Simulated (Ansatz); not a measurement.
# Cd (R-3m) in Ansatz: convergence with wavefunction cutoff

Aim: find how far wavefunction cutoff must go before the results for Cd settle, at PBE. This setting moves, with any that are tied to it; all else stays.

Everything below comes from runs of Ansatz 0.2.0. Logs are shortened: lines on timing, memory, paths and dates and some standing lists are left out, and cuts for length are marked.

### 1 The crystal as given

The structure is trigonal, space group R-3m (No. 166). Conventional cell: a = 3.216 Å, b = 3.216 Å, c = 7.348 Å, α = 90.00°, β = 90.00°, γ = 120.00°. Cd (site symmetry -3m) is surrounded by 12 Cd at 3.07 to 3.22 Å.

This isn't the form of Cd at room conditions, which is hcp.

### 2 With wavefunction cutoff 200 eV

input.yaml reads:

```yaml
crystal:
  lattice:
    - [1.6080291515, 0.9283960635, 2.44928741]
    - [-1.6080291515, 0.9283960635, 2.44928741]
    - [0.0, -1.856792127, 2.44928741]
  atoms:
    - { symbol: Cd, position: [0.0, 0.0, 0.0] }
hamiltonian:
  xc: pbe
  pseudopotentials: { kind: paw }
kpoints:
  mp_grid: { grid: [9, 9, 9] }
scf:
  occupations: { method: cold, width: 0.1 }
output:
  forces: true
  stress: true
  eigenvalues: true
basis:
  ecutwfc: "200 eV"
```

Potentials or basis: Ansatz PAW.

Command:

```sh
> ansatz run input.yaml --threads 2 --pin off --max-ram 5632MiB --backend cpu --events-out ev --progress --plain --runs-dir out
```

Run time: 1.4 s. Hardware: 2 threads of AMD EPYC (Zen 3), shared host; peak memory 0.28 GiB.

What came out:

```
Free energy            : -8241.4696 eV
Pressure               : 16.9 GPa
Band gap on the k mesh : none (metal or under the smearing width)
```

### 3 With wavefunction cutoff 250 eV

Changes to input.yaml since step 2:

```diff
@@ -19,2 +19,2 @@
 basis:
-  ecutwfc: "200 eV"
+  ecutwfc: "250 eV"
```

Potentials or basis: Ansatz PAW.

Command:

```sh
> ansatz run input.yaml --threads 2 --pin off --max-ram 5632MiB --backend cpu --events-out ev --progress --plain --runs-dir out
```

Wall time 1.3 s (2 threads of AMD EPYC (Zen 3), shared host); peak memory 0.28 GiB.

What came out:

- Free energy: -8252.8992 eV
- Pressure: 2.3 GPa
- Band gap on the k mesh: none (metal or under the smearing width)

### 4 With wavefunction cutoff 300 eV

Changes to input.yaml since step 3:

```diff
@@ -19,2 +19,2 @@
 basis:
-  ecutwfc: "250 eV"
+  ecutwfc: "300 eV"
```

Command:

```sh
> ansatz run input.yaml --threads 2 --pin off --max-ram 5632MiB --backend cpu --events-out ev --progress --plain --runs-dir out
```

It took 1.3 s on 2 threads of AMD EPYC (Zen 3), shared host; peak memory 0.28 GiB.

What came out:

- Free energy: -8254.3151 eV
- Pressure: 2.1 GPa
- Band gap on the k mesh: none (metal or under the smearing width)

### 5 With wavefunction cutoff 350 eV

Changes to input.yaml since step 4:

```diff
@@ -19,2 +19,2 @@
 basis:
-  ecutwfc: "300 eV"
+  ecutwfc: "350 eV"
```

Command:

```sh
> ansatz run input.yaml --threads 2 --pin off --max-ram 5632MiB --backend cpu --events-out ev --progress --plain --runs-dir out
```

It took 1.3 s on 2 threads of AMD EPYC (Zen 3), shared host; peak memory 0.29 GiB.

Results:

```
Free energy            : -8254.4340 eV
Pressure               : 2.3 GPa
Band gap on the k mesh : none (metal or under the smearing width)
```

### 6 With wavefunction cutoff 400 eV

Changes to input.yaml since step 5:

```diff
@@ -19,2 +19,2 @@
 basis:
-  ecutwfc: "350 eV"
+  ecutwfc: "400 eV"
```

Potentials or basis: Ansatz PAW.

Command:

```sh
> ansatz run input.yaml --threads 2 --pin off --max-ram 5632MiB --backend cpu --events-out ev --progress --plain --runs-dir out
```

Wall time 1.5 s (2 threads of AMD EPYC (Zen 3), shared host); peak memory 0.3 GiB.

Results (log left out):

* Free energy: -8254.4376 eV
* Pressure: 2.3 GPa
* Band gap on the k mesh: none (metal or under the smearing width)

### 7 With wavefunction cutoff 450 eV

Changes to input.yaml since step 6:

```diff
@@ -19,2 +19,2 @@
 basis:
-  ecutwfc: "400 eV"
+  ecutwfc: "450 eV"
```

Command:

```sh
> ansatz run input.yaml --threads 2 --pin off --max-ram 5632MiB --backend cpu --events-out ev --progress --plain --runs-dir out
```

It took 1.7 s on 2 threads of AMD EPYC (Zen 3), shared host; peak memory 0.31 GiB.

Results (log left out):

```
Free energy            : -8254.4391 eV
Pressure               : 2.3 GPa
Band gap on the k mesh : none (metal or under the smearing width)
```

### 8 With wavefunction cutoff 500 eV

Changes to input.yaml since step 7:

```diff
@@ -19,2 +19,2 @@
 basis:
-  ecutwfc: "450 eV"
+  ecutwfc: "500 eV"
```

Command:

```sh
> ansatz run input.yaml --threads 2 --pin off --max-ram 5632MiB --backend cpu --events-out ev --progress --plain --runs-dir out
```

It took 1.9 s on 2 threads of AMD EPYC (Zen 3), shared host; peak memory 0.31 GiB.

It converged, with:

- Free energy: -8254.4399 eV
- Pressure: 2.3 GPa
- Band gap on the k mesh: none (metal or under the smearing width)

### 9 With wavefunction cutoff 600 eV

Changes to input.yaml since step 8:

```diff
@@ -19,2 +19,2 @@
 basis:
-  ecutwfc: "500 eV"
+  ecutwfc: "600 eV"
```

Potentials or basis: Ansatz PAW.

Command:

```sh
> ansatz run input.yaml --threads 2 --pin off --max-ram 5632MiB --backend cpu --events-out ev --progress --plain --runs-dir out
```

It took 3 s on 2 threads of AMD EPYC (Zen 3), shared host; peak memory 0.33 GiB.

The run converged. Its results:

```
Free energy            : -8254.4401 eV
Pressure               : 2.3 GPa
Band gap on the k mesh : none (metal or under the smearing width)
```

### 10 With wavefunction cutoff 800 eV

Changes to input.yaml since step 9:

```diff
@@ -19,2 +19,2 @@
 basis:
-  ecutwfc: "600 eV"
+  ecutwfc: "800 eV"
```

Potentials or basis: Ansatz PAW.

Command:

```sh
> ansatz run input.yaml --threads 2 --pin off --max-ram 5632MiB --backend cpu --events-out ev --progress --plain --runs-dir out
```

Standard output:

```text
Warning: RAYON_NUM_THREADS=2 ignored (pool sized by the plan → 2); use --threads N
Engine: ansatz 0.2.0, x86_64-unknown-linux-gnu
Pseudopotentials: kind: paw
Pseudopotential: Cd, paw, valence charge 20, recommended cutoff 420 eV (normal), Cd.paw.azcp
Functional definition: PBE
  parameter kappa = 0.804
  parameter beta = 0.06672455060314922
  exchange = pbe_x(kappa = kappa, mu = beta*pi^2/3)
  correlation = pbe_c(beta = beta)
Crystal: 1 atoms, lattice volume = 21.939 Å³
Basis set: ecut = 800 eV, 1133 PW (Γ), exchange–correlation on 60×60×60 points (8 copies of the dense FFT grid, shifted against one another)
Bands: 14, of which v1, the nominal top of the filled ones, is band 10 counted from 1 (9 counted from 0)
Symmetry: 12 space group operations
Space group: R-3m (ITA 166), of the structure as read, at distance tolerance 2.8e-5 Å
k-points: 85 of 729
Non-local potential: Cd, projectors of the file, l = 0: 3, l = 1: 2, l = 2: 2, l = 3: 1
PAW form: soft (Blöchl's): semilocal exchange-correlation on the pseudo side does not see the compensation charge
PAW one-centre angular grid: Cd, 590 points (default); XC on 64 Gauss nodes
Initial density: superposition of atomic densities (neutral atoms: chi_scale 0, normalization atom), corrected by the library's trained network
Initial wavefunctions: pseudopotential atomic-orbital guess
Functional: x = pbe(κ = 0.804, μ = 0.2195149727645171), c = pbe(β = 0.06672455060314922)
SCF iter   1: F=—  HF=-8254.440039 eV  |F-HF|=—  |Δ(HF+E_count)|=         —  Δρ=8.04e-4  dr2=6.32e-5  ethr=1.77e-3  ⟨swp⟩=5.2  Hψ=6116  notcnv=0
preconditioner: auto → none  [insulator: Δε(μ)=0.151 eV  Ē_g=16.344 eV  σ=0.100 eV  W_gap=0.74  n_scr=8 (ndim 8)  ℏωp=27.5 eV  f_vac=0.000  D(μ)=0.15/eV (n_scr^D=0)  ε∞_Penn≈3.8]
SCF iter   2: F=—  HF=-8254.440207 eV  |F-HF|=—  |Δ(HF+E_count)|=   1.68e-4  S|Δr|=    0.00e0  Δρ=3.96e-4  dr2=1.38e-5  ethr=3.16e-7  ⟨swp⟩=2.9  Hψ=2712  notcnv=0
SCF iter   3: F=-8254.440220 eV  HF=-8254.440220 eV  |F-HF|=8.08e-8  |Δ(HF+E_count)|=   1.22e-5  S|Δr|=    0.00e0  Δρ=2.35e-5  dr2=3.40e-8  ethr=5.00e-10  ⟨swp⟩=4.1  Hψ=6215  notcnv=0
SCF 1 converged in 3 iterations: F = -8254.440220 eV  dr2 = 3.40e-8
SCF converged after 3 iterations
Stability not checked: this state was not tested for a lower state beside it, because cold or Methfessel-Paxton smearing, or corrected tetrahedra, fill the levels in a way that the test cannot read (fill_not_monotonic; see scf.lower_state_search)
Free energy (F): -8254.440220 eV
Harris-Foulkes:  -8254.440220 eV  (|F-HF|=8.08e-8)
Internal energy: -8254.440472 eV  (E = F + TS)
E sigma→0 (E₀):  -8254.440304 eV
Entropy (-TS):   0.000252 eV (0.252 meV/atom)
Fermi energy:    14.389728 eV
Step filling:    the computed levels leave a gap of 0.1510 eV = 1.5 smearing widths at the electron count; against every level under it full and every level over it empty, smearing changes F+E_penalty+E_count by +0.175 meV and its σ→0 estimate by +0.090 meV
--- Per-component energies (eV) ---
  E_band       = -399.025131
  E_kinetic    = 505.169734
  E_local      = -2950.010357  (includes V_loc(G=0)·N_el)
  E_nonlocal   = 31.903719
  E_hartree    = 1387.317252
  E_xc         = -177.276234
  E_vxc        = -222.370602  (∫ρ·V_xc dr)
  E_paw        = -4082.042750  (= ΣΔE_a)
  E_vpaw       = -538.351908  (= ΣTr[D̂ρ^β])
  E_aug_tail   = 0.000001  (compensation charges beyond the density's cutoff)
  E_ewald      = -2969.501836
  E_smearing   = 0.000252  (= −TS)
  E_closure    = 0.000000  (closes the sum)
  Σ components = -8254.440220   (vs F -8254.440220, Δ=0.00e0)
--- Forces (eV/Å), atoms counted from 1 ---
  atom   1  Cd     0.00000000     0.00000000    -0.00000000
  max |Σ_I F_I| component: 2.63e-31 eV/Å
--- Stress (GPa, compression-positive) ---
        2.300175      -0.000000      -0.000000
       -0.000000       2.300175       0.000000
       -0.000000       0.000000       2.334527
  P = ⅓ Tr σ = 2.3116 GPa (23.116 kbar)
--- Band table (eV; the first three rows and the last of 85) ---
  k-point 0: bands = ["-88.6355", "-49.6680", "-49.6680", "-49.6616", "5.1300", "5.1300", "5.3400", "5.6203", "5.6910", "5.6910", "27.2132", "28.2238", "28.2238", "30.8638"]
  k-point 1: bands = ["-88.6352", "-49.6713", "-49.6684", "-49.6629", "5.1093", "5.1575", "5.3809", "5.6844", "5.6866", "5.9395", "25.1245", "27.5195", "28.0078", "30.3712"]
  k-point 2: bands = ["-88.6346", "-49.6807", "-49.6694", "-49.6650", "4.9870", "5.1854", "5.4433", "5.7225", "5.7421", "6.9465", "21.1115", "27.3705", "27.5381", "29.5327"]
  k-point 84: bands = ["-88.6318", "-49.7031", "-49.6785", "-49.6769", "4.8219", "5.1763", "5.2773", "5.9705", "6.0680", "12.6426", "14.2687", "23.2734", "24.9536", "25.9677"]
```

Run time: 3.5 s. Hardware: 2 threads of AMD EPYC (Zen 3), shared host; peak memory 0.36 GiB.

Results:

```yaml
Free_energy: -8254.4402 eV
Pressure: 2.3 GPa
Band_gap_on_the_k_mesh: none (metal or under the smearing width)
```

### 11 Result

```tsv
wavefunction cutoff	energy less the tightest run, at zero smearing (meV/atom)	pressure (GPa)	SCF cycles	CPU time (s)	peak memory (GiB)
200 eV	12970.55	16.94	7	2	0.28
250 eV	1541.08	2.25	7	2	0.28
300 eV	125.13	2.14	5	2	0.28
350 eV	6.24	2.31	4	2.1	0.29
400 eV	2.59	2.31	4	2.5	0.3
450 eV	1.15	2.31	4	2.8	0.31
500 eV	0.31	2.31	3	2.9	0.31
600 eV	0.10	2.31	5	4.5	0.33
800 eV	0.00	2.31	3	5.2	0.36
```

Against the tightest run, the energy stays within 1 meV/atom from 500 eV on; the pressure stays within 0.1 GPa from 350 eV on. The tightest run that finished is the yardstick and may itself not be fully converged.
